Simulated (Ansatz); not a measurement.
LiCl, NiAs type, relaxed with r2SCAN: space group P6_3/mmc (No. 194), hexagonal; conventional cell a = 3.575 Å, c = 6.024 Å, 16.67 Å³ an atom. Li is surrounded by 6 Cl at 2.56 Å; Cl is surrounded by 6 Li at 2.56 Å. One-shot G0W0@PBE in the plane-wave code Ansatz on a 6×6×2 mesh (contour deformation, no spin-orbit coupling), from a PBE gap of 6.353 eV over the mesh points (the G0W0 gap is direct on the mesh); the number N of bands summed and the screening cutoff rise together. No spin polarisation and no zero-point or thermal motion; the cell was built from a prototype and may be hypothetical.

| N | cutoff (eV) | 1000/N | G0W0 gap (eV) |
| --- | --- | --- | --- |
| 118 | 80 | 8.475 | 8.635 |
| 260 | 140 | 3.846 | 8.806 |

Lay a straight line in 1000/N through these rows.
The slope is -0.0369 eV per unit of 1000/N and the intercept 8.948 eV.

Predict the gap at N = 470 (210 eV).
8.948 + (-0.0369) × 2.128 = 8.869 eV; the run gives 8.898 eV, +0.029 eV from the line.

With that run's result added, what limit do the last two rows suggest?
Their slope is (8.898 − 8.806)/(2.128 − 3.846) = -0.0536, which meets 1/N = 0 at 9.01 eV, against 8.948 eV from the first line. The slope steepens, so 1/N isn't yet asymptotic and the true limit probably lies higher still; the k mesh isn't extrapolated.
